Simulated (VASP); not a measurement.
A run of VASP 6.6.1 is set up as follows.

File INCAR:

```
SYSTEM = C
PREC = Accurate
ENCUT = 520
EDIFF = 1E-7
ISMEAR = -1
SIGMA = 0.05
LREAL = .FALSE.
LASPH = .TRUE.
NELM = 100
ALGO = Normal
ISIF = 2
LWAVE = .FALSE.
LCHARG = .FALSE.
GGA = PE
NBANDS = 11
```

Contents of KPOINTS:

```
regular mesh
0
G
  12 12 3
  0 0 0
```

File POSCAR:

```
C
1.0
    2.4561701622      0.0000000000      0.0000000000
   -1.2280850811      2.1271057565      0.0000000000
    0.0000000000      0.0000000000      8.5238033600
C
2
Direct
    0.6562970000      0.3347220000     -0.0005970000
    0.3241040000      0.6627440000     -0.0010040000
```

Potentials or basis: VASP PAW PBE potentials, release 64 (C).

Run with:

```bash
$ cat potpaw_PBE.64/C/POTCAR > POTCAR
$ mpirun -np 1 vasp_std > vasp.out
```

**Question.** What does it give for the largest force?

**Answer.** 0.704 eV/Å.

**Question.** Estimate the band gap on the k mesh.

**Answer.** 0.20 eV, direct.

Forces in eV/Å, atoms in the order of the input:
```
C    0.454 -0.535 -0.058
C   -0.454  0.535  0.058
```
